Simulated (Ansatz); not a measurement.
# Electron–phonon scattering in Os-Au-Au-Os stack of (111) layers, part 2 of 2

The plan: relax Os-Au-Au-Os stack of (111) layers, check its phonons, and, if the lattice is stable, compute its Eliashberg function and ρ(T).

Ansatz 0.2.0; DFT PBE, scalar-relativistic, plane waves, PAW; PAW set soft_1.

So far. Step 5 (Lattice stability: q 2×2×1, k 6×6×1): Among the solved wavevectors the lowest mode, translations apart, is 9.5 cm⁻¹, so these are real on this k mesh.

In doubt: the program doubts the meshes or the phonons of the coupling sums, which bears on λ, Tc and transport values.

**6. Coupling and resistivity: q 2×2×1, k 6×6×1, scattering 12×12×1 (continued)**

Largest shares of lambda; single rows converge slowly. Strongest modes:

| q1 | q2 | q3 | star | branch | ħω (meV) | λ_q | half width (meV) |
| --- | --- | --- | --- | --- | --- | --- | --- |
| 0.08333 | 0.4167 | 0 | 12 | 3 | 7.579 | 0.2457 | 0.1137 |
| 0.08333 | 0.3333 | 0 | 12 | 2 | 7.116 | 0.2402 | 0.09797 |
| 0.08333 | 0.25 | 0 | 12 | 2 | 6.543 | 0.2128 | 0.07337 |
| 0.08333 | 0.4167 | 0 | 12 | 4 | 8.498 | 0.1989 | 0.1157 |
| 0.1667 | 0.3333 | 0 | 12 | 3 | 9.21 | 0.1954 | 0.1335 |
| 0.08333 | 0.3333 | 0 | 12 | 3 | 7.66 | 0.193 | 0.09124 |
| 0.08333 | 0.25 | 0 | 12 | 3 | 6.959 | 0.1914 | 0.07466 |
| 0.08333 | 0.1667 | 0 | 12 | 2 | 5.589 | 0.177 | 0.04453 |

300 K. The cumulative share of the conductivity, along x by mean free path:

| mean free path (nm) | cumulative share of the conductivity, along x |
| --- | --- |
| 1 | 0.00217 |
| 1.12 | 0.0548 |
| 1.26 | 0.141 |
| 1.41 | 0.190 |
| 1.58 | 0.202 |
| 1.78 | 0.226 |
| 2.00 | 0.266 |
| 2.24 | 0.354 |
| 2.51 | 0.484 |
| 2.82 | 0.505 |
| 3.16 | 0.560 |
| 3.55 | 0.644 |
| 3.98 | 0.847 |
| 4.47 | 0.953 |
| 5.01 | 0.977 |
| 5.62 | 0.998 |
| 6.31 | 0.999 |

Resistivity by mesh:

| mesh | T (K) | mean rho (μΩ cm) |
| --- | --- | --- |
| 12x12x1 | 20 | 0.7486 |
| 12x12x1 | 300 | 68.55 |
| 12x12x1 | 800 | 184.8 |
| 6x6x1 | 20 | 0.7813 |
| 6x6x1 | 300 | 72.76 |
| 6x6x1 | 800 | 201.8 |
| 3x3x1 | 20 | 1.192 |
| 3x3x1 | 300 | 63.72 |
| 3x3x1 | 800 | 205 |

Harmonic. Thermo, by row:

| T (K) | F_vib (meV/atom) | S (J/mol-atom/K) | C_V (J/mol-atom/K) |
| --- | --- | --- | --- |
| 0 | 19 | 0 | 0 |
| 50 | 17.34 | 8.906 | 13.36 |
| 100 | 9.49 | 20.85 | 20.47 |
| 150 | -3.71 | 29.65 | 22.72 |
| 200 | -20.88 | 36.33 | 23.63 |
| 250 | -41.13 | 41.65 | 24.07 |
| 300 | -63.89 | 46.07 | 24.32 |
| 350 | -88.77 | 49.83 | 24.48 |
| 400 | -115.5 | 53.1 | 24.58 |
| 450 | -143.7 | 56 | 24.65 |
| 500 | -173.4 | 58.6 | 24.7 |
| 550 | -204.4 | 60.96 | 24.74 |
| 600 | -236.6 | 63.11 | 24.77 |
| 650 | -269.8 | 65.1 | 24.79 |
| 700 | -304 | 66.93 | 24.8 |
| 750 | -339.2 | 68.64 | 24.82 |
| 800 | -375.2 | 70.25 | 24.83 |
| 850 | -412 | 71.75 | 24.84 |
| 900 | -449.5 | 73.17 | 24.85 |
| 950 | -487.8 | 74.52 | 24.86 |
| 1000 | -526.7 | 75.79 | 24.86 |

The program warns of modes at or below zero frequency in the interpolation and leaves them out of its thermodynamic sums. Some states were left unconverged by the eigensolver. By its own test the run is not converged in the mesh. λ = 0.885 and 181 Ω per square at 300 K. The run's own test puts 6 % between its two finest meshes on the component of the resistivity at 300 K that moves most, so it is not converged.

**7. Resistivity: q 3×3×1, k 9×9×1, scattering 18×18×1**

The next rung changes the q mesh, which sets the reach of the force constants and couplings; the k mesh of the density and its response; the scattering mesh, which samples the Fermi surface.

The input, input.yaml:

```yaml
crystal:
  lattice:
    - [2.7189317153, 0.0, 0.0]
    - [-1.3594658576, 2.3546639366, 0.0]
    - [0.0, 0.0, 37.9335366104]
  atoms:
    - { symbol: Os, position: [0.0, 0.0, 0.1400428291] }
    - { symbol: Au, position: [0.3333333333, 0.6666666667, 0.2035898658] }
    - { symbol: Au, position: [0.6666666667, 0.3333333333, 0.2726844713] }
    - { symbol: Os, position: [0.0, 0.0, 0.336231508] }
  periodic: [true, true, false]
kpoints:
  mp_grid: { grid: [9, 9, 1] }
hamiltonian:
  xc: pbe
  pseudopotentials: { kind: paw, azcp: { folder: soft_1 } }
scf:
  occupations: { method: methfessel_paxton, width: 0.2 }
output:
  eigenvalues: true
phonons:
  method: dfpt
  qmesh: [3, 3, 1]
  temperatures: { t_max: 1000, t_step: 50 }
  qpath:
    path:
      - [0.0, 0.0, 0.0]
      - [0.5, 0.0, 0.0]
      - [0.33333333, 0.33333333, 0.0]
      - [0.0, 0.0, 0.0]
    npoints: 10
  electrical_resistivity:
    mesh: [18, 18, 1]
    temperatures: [20.0, 50.0, 77.0, 100.0, 150.0, 200.0, 300.0, 400.0, 600.0, 800.0]
  superconductivity: { mesh: [18, 18, 1] }
```

On the command line:

```bash
$ ansatz run input.yaml --threads 4 --pin off --max-ram 12288MiB --backend cpu --events-out ev --progress --plain --runs-dir out
```

The job ended after 6.4 min (4 threads of Arm Neoverse V1, shared host; peak memory 1.6 GiB).

The run ended with an error.

The program's message: “electrical resistivity: the mode of lowest frequency at the wavevector [0.3333, 0.3333, 0.0000] is imaginary, -39.15 cm⁻¹ (written negative): the force constants describe an unstable lattice; relax th …”

The run stops because a mode is imaginary on the scattering mesh, where no scattering rate is defined; denser k meshes, other smearings and, between solved wavevectors, finer q meshes show whether the instability is real.

**8. Summary of results**

```yaml
run: PBE, q 2×2×1, k 6×6×1, scattering 12×12×1
coupling_constant_lambda: 0.885
log_mean_phonon_energy_omega_log: 8.1 meV
states_at_the_fermi_level: 2.56 states/eV/spin/cell
sheet_resistance_at_300_k: 181 Ω per square
change_between_its_two_finest_scattering_meshes: λ 6 %, resistivity at 300 K 6 %
time_of_that_run: 2.7 min
```

On the last rung that gave a resistivity at the base settings (q 2×2×1, k 6×6×1, scattering 12×12×1), Os-Au-Au-Os stack of (111) layers has λ = 0.89 and a phonon-limited sheet resistance of 181 Ω per square at 300 K. Twice the integral of α²F/ω over this curve gives λ = 0.89, half of it from below 7.98 meV. The coupling is strong (λ = 0.89), so phonons raise the electrons' mass at the Fermi surface by about 89 %. A run on finer meshes found an imaginary mode, so the lattice is likely unstable and these couplings and resistivities describe no stable crystal. Values of ρ(T) under 50 K rest on the softest modes, mostly interpolated ones, and are the least sure of the table. The high-temperature form ρ = 2π k_B T λ_tr/(ħ ε₀ ω_p²) gives 78.2 μΩ cm along x at 300 K, against 68.5 from the Boltzmann equation. By their share in the modes' patterns, Os atoms take 70 % of λ. The three lowest branches give 55 % of λ. By the run's own test, which takes the component that moves most, the resistivity at 300 K moves by 6 % between its two finest scattering meshes, so it is not converged. Only scattering by harmonic phonons counts; impurities, grain boundaries and thermal expansion are left out. The resistivity belongs to the whole cell, vacuum included; the sheet resistance is the quantity that does not depend on the vacuum. Spin–orbit coupling, left out here, matters for Au and Os. The c of the given cell is the typed one; the program laid its own vacuum and ran the layer in a cell 37.9 Å high. The structure was built by hand as an ordered model, and its stability against other phases was not tested.

[Logs are printed without paths, hosts, clocks, repeated set-up lines and the standing remarks that a program may print on its own settings, such as how far it seeks lower states.]

[Hosts, paths, dates, database ids (printed as entryN), source tags and the programs' standing remarks are cut or masked in the printed files.]
